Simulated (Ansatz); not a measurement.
AgCl: stiffness from a series of strains

```xyz
2
Lattice="0.0000 2.7731 2.7731 2.7731 0.0000 2.7731 2.7731 2.7731 0.0000" Properties=species:S:1:pos:R:3 pbc="T T T"
Ag    2.7731    2.7731    2.7731
Cl    0.0000    0.0000    0.0000
```

Atom numbers follow the list: Ag1, Cl2.

The geometry is COD entry 9011666, unchecked; take it as a test cell.

Level of theory: DFT, PBEsol, all-electron LAPW, scalar-relativistic (Ansatz 0.2.0).

The runs use a Γ-centred 9×9×9 k mesh, Fermi–Dirac smearing of 0.01 eV, basis error target 0.5 meV/atom, no spin polarisation.

The strain is applied along the Cartesian axes of the cell as listed (the other components stay zero). Fractional coordinates are held (clamped ions).

σ is the change of stress from the unstrained cell, which is at -2.64 GPa; tension is positive, so slopes are stress–strain coefficients at that pressure.

Only quantities that a quadratic follows smoothly over the whole series are listed; rougher ones are left out.

```csv
εzz,σzz (GPa),σxx (GPa)
-0.0200,-1.21,-0.81
-0.0100,-0.56,-0.39
0.0000,0.00,0.00
0.0200,0.87,0.70
```

(1) Fit the series and read off the stiffness at zero strain.

(2) One run, at εzz = 0.0100, is withheld. Predict its row.

## Answers

(1) Least-squares fits y = p0 + p1 x + p2 x² to the rows give σzz (GPa): p1 = 52, p2 = -430; σxx (GPa): p1 = 37.7, p2 = -140. So C11 = 52 GPa and C12 = 38 GPa, which gives B = (C11 + 2 C12)/3 = 43 GPa.

(2) The fits give 0.48, 0.36; the run gave 0.47, 0.36.
